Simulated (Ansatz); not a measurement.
CoSi2, DFT, PBE, all-electron PAW with datasets made for the crystal, scalar-relativistic (Ansatz 0.2.0), run on 1 thread of Intel(R) Xeon(R) Platinum 8488C (Sapphire Rapids) on a shared host.

The cell is COD entry 1008148, as deposited and not checked against the literature; nothing was relaxed. The listed cell was then made from it by scaling, straining or moving an atom.

Command: `ansatz run input.yaml --threads 1 --pin off --max-ram 4096MiB --backend cpu --events-out ev --progress --plain --runs-dir out`

```yaml
crystal:
  lattice:
    - [0.0, 2.62885, 2.6825]
    - [2.62885, 0.0, 2.6825]
    - [2.62885, 2.62885, 0.0]
  atoms:
    - { symbol: Co, position: [0.0, 0.0, 0.0], spin: 2.0 }
    - { symbol: Si, position: [0.25, 0.25, 0.25] }
    - { symbol: Si, position: [0.75, 0.75, 0.75] }
magnetization:
  spin_polarized: true
kpoints:
  mp_grid: { grid: [11, 11, 11] }
scf:
  occupations: { method: fermi_dirac, width: 0.05 }
hamiltonian:
  xc: pbe
  pseudopotentials: { kind: all_electron, datasets: crystal }
output:
  forces: true
  stress: true
  eigenvalues: true
  efg: { contact_densities: true }
```

How large is the problem that the program sets up?

126 irreducible k-points, 515 plane waves at Γ, 19 bands.

About how long does it take, and how much memory does it use?

35 s of wall time for 10 SCF iterations, with a peak of 0.81 GiB. Times on shared machines scatter by tens of per cent.

And the same cell and mesh by PAW with the default files, asked for forces, stress, eigenvalues, efg, write_density, write_potential, elf, on the same hardware?

14 s, peak memory 0.54 GiB.
